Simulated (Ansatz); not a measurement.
Magnetic states of cobalt, fcc

Level of theory: Ansatz 0.2.0, DFT, PBEsol, plane waves (420 eV) with PAW, scalar-relativistic. The PAW files were generated under PBE, with cores re-solved for the functional.

Each start was relaxed and then solved on a dense mesh, with Fermi-Dirac smearing of 0.05 eV (0.1 eV in a metal without spin) extrapolated to zero. Rows within 2 meV/atom of each other tie.

Problem. Where does each start end, and how do the energies compare? Starts: ferromagnetic; non-magnetic.

Solution. 
```tsv
start	ends	ΔE (meV/atom)	V (Å³/atom)
ferromagnetic	ferromagnetic, net 1.62 μB per atom	0.0	10.44
non-magnetic	spin not included	132.4	9.91
```
